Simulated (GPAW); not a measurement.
**InP: equation of state with PBEsol**

**Experimental background.**

From a printed reference work, data compilation, for a bulk crystal of InP: bulk modulus 71 GPa.

Crystal: InP.

```
CELL_PARAMETERS angstrom
4.14435 0.00000 0.00000
2.07218 3.58911 0.00000
2.07218 1.19637 3.38385
ATOMIC_POSITIONS crystal
In 0.00000 0.00000 0.00000
P 0.75000 0.75000 0.75000
```

```
Program             : GPAW 26.7.0
Task                : equation of state
Functional          : PBEsol
Potentials or basis : PAW data sets generated in the run's folder for this functional
Cutoff              : 600 eV
Basis               : pw
k mesh              : 6 × 6 × 6
Occupations         : fermi-dirac, width 0.05 eV
Spin                : no spin polarisation
Maxiter             : 150
Eos scales          : [0.94, 0.96, 0.98, 1.0, 1.02, 1.04, 1.06]
```

```yaml
Equilibrium_volume: 25.32 Å³/atom
Bulk_modulus: 68 GPa
Pressure_derivative_of_the_bulk_modulus: 4.7
```

Energy against volume, from the lowest point:
| volume (Å³/atom) | energy (meV/atom) |
| --- | --- |
| 23.657 | 25.92 |
| 24.160 | 12.01 |
| 24.663 | 3.55 |
| 25.167 | 0.00 |
| 25.670 | 0.84 |
| 26.173 | 5.57 |
| 26.677 | 13.78 |

Wall time 33 s on 1 thread of Intel(R) Xeon(R) 6975P-C (Granite Rapids), with other jobs on the host, peak memory 0.26 GiB.

Against the measured bulk modulus of InP, 71 GPa (a printed reference work, data compilation), the calculated 68 GPa is off by -4.8 %. The fit is for a static lattice scaled at fixed shape and fixed fractional positions.
